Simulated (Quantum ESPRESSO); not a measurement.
A run of Quantum ESPRESSO 7.5 is set up as follows.

Contents of pw.in:

```
&CONTROL
  calculation = 'scf'
  prefix = 'pwscf'
  outdir = './tmp'
  pseudo_dir = './pseudo'
  tprnfor = .true.
  tstress = .true.
  disk_io = 'nowf'
/
&SYSTEM
  ibrav = 0
  nat = 2
  ntyp = 2
  ecutwfc = 56
  nbnd = 16
  occupations = 'smearing'
  smearing = 'fd'
  degauss = 0.00367493
/
&ELECTRONS
  conv_thr = 4d-10
  electron_maxstep = 120
  mixing_beta = 0.5
/
ATOMIC_SPECIES
Pb   207.2000 Pb_ONCV_PBE-1.2.upf
S     32.0600 S_ONCV_PBE-1.2.upf
CELL_PARAMETERS angstrom
   0.0000000000    2.9657500000    2.9657500000
   2.9657500000    0.0000000000    2.9657500000
   2.9657500000    2.9657500000    0.0000000000
ATOMIC_POSITIONS crystal
Pb     0.0000000000    0.0000000000    0.0000000000
S      0.5000000000    0.5000000000    0.5000000000
K_POINTS automatic
6 6 6 0 0 0
```

Potentials or basis: SG15 PBE 1.2.

Run with:

```sh
$ OMP_NUM_THREADS=1 pw.x -in pw.in > pw.out
```

Task: What does it give for the pressure?

Result: 2.2 GPa.

Task: What does it give for the band gap on the k mesh?

Result: 0.37 eV, direct.

Caveat: spin-orbit coupling is left out, which as a rule narrows the gap of such compounds by several tenths of an eV. A k mesh can miss the band edges.
